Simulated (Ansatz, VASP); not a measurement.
**One calculation of AlN, two programs**

INCAR

```
SYSTEM = AlN
ALGO = Normal ; EDIFF = 1E-6
ENCUT = 520 ; GGA = PE
ISIF = 2 ; ISMEAR = 0
LASPH = .True. ; LCHARG = .True.
LELF = .True. ; LREAL = .False.
LVHAR = .True. ; LWAVE = .False.
NBANDS = 26 ; NELM = 80
PREC = Accurate ; SIGMA = 0.05
```

Contents of KPOINTS:

```
k-points
0
Gamma
  8 6 4
  0 0 0
```

POSCAR

```
AlN
1.0
   -3.1302395625      0.0000000000      0.0000000000
    0.0000000000      0.0000000000     -5.0179796543
    0.0000000000     -5.4217339621      0.0000000000
Al N
4 4
Direct
    0.5598995688      0.9982712825      0.1666666667
   -0.0598995688      0.9982712825      0.6666666667
    0.0598995688      0.4982712825      0.3333333333
    0.4401004312      0.4982712825      0.8333333333
    0.5540980029      0.6167287175      0.1666666667
   -0.0540980029      0.6167287175      0.6666666667
    0.0540980029      0.1167287175      0.3333333333
    0.4459019971      0.1167287175      0.8333333333
```

Input for Ansatz:

```yaml
crystal:
  lattice:
    - [-3.1302395625, 0.0, 0.0]
    - [0.0, 0.0, -5.0179796543]
    - [0.0, -5.4217339621, 0.0]
  atoms:
    - { symbol: Al, position: [0.5598995688, 0.9982712825, 0.1666666667] }
    - { symbol: Al, position: [-0.0598995688, 0.9982712825, 0.6666666667] }
    - { symbol: Al, position: [0.0598995688, 0.4982712825, 0.3333333333] }
    - { symbol: Al, position: [0.4401004312, 0.4982712825, 0.8333333333] }
    - { symbol: "N", position: [0.5540980029, 0.6167287175, 0.1666666667] }
    - { symbol: "N", position: [-0.0540980029, 0.6167287175, 0.6666666667] }
    - { symbol: "N", position: [0.0540980029, 0.1167287175, 0.3333333333] }
    - { symbol: "N", position: [0.4459019971, 0.1167287175, 0.8333333333] }
basis:
  ecutwfc: 420
kpoints:
  mp_grid: { grid: [8, 6, 4] }
hamiltonian:
  xc: pbe
scf:
  occupations: { method: gaussian, width: 0.05 }
output:
  forces: true
  stress: true
  eigenvalues: true
```

Change from the starting cell: mode 4 (223.6 1/cm) frozen in, largest displacement +0.188 Å.

Alike in both runs: task single point; functional PBE; k mesh 8 × 6 × 4; occupations gaussian, width 0.05 eV; no spin polarisation.

```csv
,VASP,Ansatz
version,VASP 6.6.1,Ansatz 0.2.0
potentials or method,"VASP PAW PBE potentials, release 64 (Al, N)","scalar-relativistic, plane waves, PAW"
plane-wave cutoff (eV),520,420
valence electrons in the cell,32,32
```

|  | VASP | Ansatz | Ansatz less VASP |
| --- | --- | --- | --- |
| gap on the k mesh at the Fermi level (eV) | 3.85 | 3.85 | -0.008 |
| least direct gap on the mesh (eV) | 3.85 | 3.85 | -0.008 |
| pressure (GPa) | -1.3 | -1.1 | +0.27 |
| largest component of the traceless stress (GPa) | 1.91 | 1.93 | +0.023 |
| rms of the force components (eV/Å) | 0.443 | 0.441 | -0.0020 |

Atom by atom the forces differ by 0.002 eV/Å (rms over components).
